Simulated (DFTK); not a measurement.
Input of a DFTK 0.8.2 run:

The input run.jl:

```julia
using DFTK
using PseudoPotentialData
using Unitful, UnitfulAtomic
using LinearAlgebra, Printf
include("save.jl")
disable_threading()

# lattice vectors are the columns
lattice = austrip(1u"Å") * [      -1.66395        1.66395        1.66395;
                  1.66395       -1.66395        1.66395;
                  1.66395        1.66395       -1.66395]
symbols   = [:Nb]
positions = [[0.0, 0.0, 0.0]]
pseudopotentials = PseudoFamily("dojo.nc.sr.pbe.v0_4_1.standard.upf")
elements = Dict(s => ElementPsp(s, pseudopotentials) for s in unique(symbols))
atoms    = [elements[s] for s in symbols]

build_model(lattice, positions; symmetries=true) =
    model_DFT(lattice, atoms, positions;
              functionals=PBE(),
              temperature=austrip(0.05u"eV"),
              smearing=Smearing.FermiDirac(),
              kinetic_blowup=BlowupCHV(),
              symmetries)
Ecut  = 47.0  # hartree
kgrid = [8, 8, 8]
tol   = 1e-6
to_GPa = ustrip(uconvert(u"GPa", 1u"hartree/bohr^3"))

model0 = build_model(lattice, positions)
model  = model0
basis0 = PlaneWaveBasis(model; Ecut, kgrid)
display(basis0)
results["steps"] = []
previous = Ref{Any}(nothing)
n = 1
w = 3sqrt(n)  # weight of the strain variables
pressure = 30.0 / to_GPa  # target
unpack(x) = (DFTK.voigt_strain_to_full(x[3n+1:end] / w) * lattice, [lattice \ x[3i-2:3i] for i in 1:n])

function energy_gradient(x)
    cell, pos = unpack(x)
    model = build_model(cell, pos; symmetries=model0.symmetries)
    basis = PlaneWaveBasis(model; Ecut, kgrid, basis0.fft_size)
    ρ0 = isnothing(previous[]) ? guess_density(basis) : previous[].ρ * previous[].basis.dvol / basis.dvol
    scfres = self_consistent_field(basis;
                                   tol,
                                   ρ=ρ0,
                                   nbandsalg=AdaptiveBands(model; n_bands_converge=11),
                                   callback=identity)
    previous[] = scfres
    forces = compute_forces_cart(scfres)
    G = -vcat([lattice' \ (cell' * f) for f in forces]...)
    stress = compute_stresses_cart(scfres)
    σ = (stress + pressure * I) / DFTK.voigt_strain_to_full(x[3n+1:end] / w)'
    G = vcat(G, model.unit_cell_volume * DFTK.full_stress_to_voigt((σ + σ') / 2) / w)
    @printf "step %3d  F = %.8f Ha  max force = %.5f eV/Å  p = %8.4f GPa  V = %.4f Å^3  SCF %d\n" length(results["steps"]) scfres.energies.total ustrip(auconvert(u"eV/Å", maximum(norm, forces))) (-tr(stress) / 3 * to_GPa) ustrip(auconvert(u"Å^3", model.unit_cell_volume)) scfres.n_iter
    push!(results["steps"], Dict("total" => scfres.energies.total, "cell" => rows(eachcol(cell)), "frac" => rows(pos), "forces" => rows(forces), "n_iter" => scfres.n_iter, "stress" => rows(eachrow(stress))))
    scfres.energies.total + pressure * model.unit_cell_volume, G
end

x0 = vcat([lattice * p for p in positions]..., zeros(6))
gtol = 2e-4
function bfgs(x; maxsteps, maxmove=0.3)
    H = Matrix(0.3I, length(x), length(x))  # start Hessian, hartree/bohr^2
    _, g = energy_gradient(x)
    for step in 1:maxsteps
        maximum(abs, g) < gtol && return x, true
        λ, V = eigen(Symmetric(H))
        dx = -V * ((V' * g) ./ abs.(λ))
        dx *= min(1, maxmove / maximum(abs, dx))
        x += dx
        _, gnew = energy_gradient(x)
        dg, Hdx = gnew - g, H * dx
        H += dg * dg' / dot(dg, dx) - Hdx * Hdx' / dot(dx, Hdx)
        g = gnew
    end
    x, maximum(abs, g) < gtol
end
x, relaxed = bfgs(x0; maxsteps=30)
println(relaxed ? "Gradient converged" : "Stopped without reaching the gradient tolerance")
scfres = previous[]
cell, pos = unpack(x)
println("Final lattice vectors (Å)")
display(round.(ustrip.(auconvert.(u"Å", cell')); digits=6))
println("Final reduced positions")
foreach((s, p) -> println(s, "  ", round.(p; digits=6)), symbols, pos)
results["relaxed"] = relaxed
display(scfres.energies)
@printf "Fermi level: %.6f eV\n" ustrip(auconvert(u"eV", something(scfres.εF, NaN)))
forces = compute_forces_cart(scfres)
println("Forces (eV/Å)")
for (s, f) in zip(symbols, forces)
    @printf "%-3s %12.6f %12.6f %12.6f\n" s ustrip.(auconvert.(u"eV/Å", f))...
end
stress = compute_stresses_cart(scfres)
println("Stress (GPa)")
display(round.(stress * to_GPa; digits=4))
println("Levels at the first k-point (eV): ", round.(ustrip.(auconvert.(u"eV", scfres.eigenvalues[1][1:scfres.n_bands_converge])); digits=4))
save_scf!(scfres; forces, stress)
```

Potentials or basis: dojo.nc.sr.pbe.v0_4_1.standard.upf (PBE).

Command:

```sh
$ julia --threads=1 run.jl  # save.jl only writes the numbers to a file and isn't shown; printed stress counts tension as positive; times include loading and compiling
```

Problem. What does it give for the space group after relaxing (to 0.05 Å)?

Solution. Im-3m (No. 229).

Problem. Estimate the relaxed cell.

Solution. a = 2.746 Å, b = 2.746 Å, c = 2.746 Å, α = 109.47°, β = 109.47°, γ = 109.47°.

Step by step:
| step | energy change (eV) | largest force (eV/Å) | pressure (GPa) | volume (Å³) |
| --- | --- | --- | --- | --- |
| 1 | 0.0000 | 0.0000 | -2.18 | 18.43 |
| 2 | 0.2198 | 0.0000 | 32.91 | 15.78 |
| 3 | 0.1829 | 0.0000 | 29.47 | 15.97 |
| 4 | 0.1883 | 0.0000 | 29.99 | 15.94 |
